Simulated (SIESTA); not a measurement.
The system is BP.

```xyz
2
Lattice="0.0000 2.2690 2.2690 2.2690 0.0000 2.2690 2.2690 2.2690 0.0000" Properties=species:S:1:pos:R:3 pbc="T T T"
P     3.4035    3.4035    3.4035
B     0.0000    0.0000    0.0000
```

Base run:

* Program: SIESTA 5.4.2
* Functional: PBE
* Potentials or basis: PseudoDojo 0.4 standard (PBE files)
* Basis: TZP (energy shift 0.01 Ry)
* Grid cutoff: 500 Ry
* Energy shift: 0.01 Ry
* k mesh: 10 × 10 × 10
* Occupations: fermi-dirac, width 0.05 eV
* Spin: no spin polarisation

Its results: band gap on the k mesh 1.23 eV, indirect (least direct gap 3.37 eV); pressure 3.5 GPa.

Task: The run is repeated on the same cell with these changes: basis from TZP (energy shift 0.01 Ry) to DZ (energy shift 0.002 Ry); energy shift from 0.01 Ry to 0.002 Ry. What comes out?

Result: Band gap on the k mesh 2.24 eV, indirect (least direct gap 3.49 eV); pressure 11.6 GPa.

Caveats: the basis of atomic orbitals isn't converged, which shifts pressures, moduli and gaps; the basis has no polarisation orbitals (some runs).

Not every run made on this cell is shown here.
